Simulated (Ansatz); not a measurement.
# Sb: the cost of one run

Method: DFT PBE, scalar-relativistic, plane waves, PAW, in Ansatz 0.2.0.

## Step 1: The structure to begin with

Symmetry: Pmma, No. 51, orthorhombic system. Conventional cell: a = 3.689 Å, b = 4.311 Å, c = 3.628 Å, α = 90.00°, β = 90.00°, γ = 90.00°. Around Sb (site symmetry mm2) lie 4 Sb at 2.51 to 2.67 Å.

Structure file:

```xyz
2
Lattice="3.6893 0.0000 0.0000 0.0000 4.3106 0.0000 0.0000 0.0000 3.6283" Properties=species:S:1:pos:R:3 pbc="T T T"
Sb    0.9223    0.0000    2.7767
Sb    2.7670    0.0000    0.8515
```

The cell is invented: random cell by space group and Wyckoff sites (Pmma, No. 51). Its size is a rough estimate.

## Step 2: Probe: one point on a coarse mesh

Input file input.yaml:

```yaml
crystal:
  lattice:
    - [3.68932708, 0.0, 0.0]
    - [0.0, 4.31058488, 0.0]
    - [0.0, 0.0, 3.62825895]
  atoms:
    - { symbol: Sb, position: [0.25, 0.0, 0.76531149] }
    - { symbol: Sb, position: [0.75, 0.0, 0.23468851] }
basis:
  ecutwfc: 420
kpoints:
  mp_grid: { grid: [6, 4, 6] }
hamiltonian:
  xc: pbe
scf:
  occupations: { method: gaussian, width: 0.1 }
  lower_state_search: "off"
output:
  forces: true
  stress: true
  eigenvalues: true
```

Launch:

```
$ ansatz run input.yaml --threads 1 --pin off --max-ram 2560MiB --backend cpu --events-out ev --progress --plain --runs-dir out
```

**Question.** How long does this run take on 1 thread of Arm Neoverse N1, shared host, and how much memory does it need?

About 5.5 s, with a peak of 0.32 GiB.
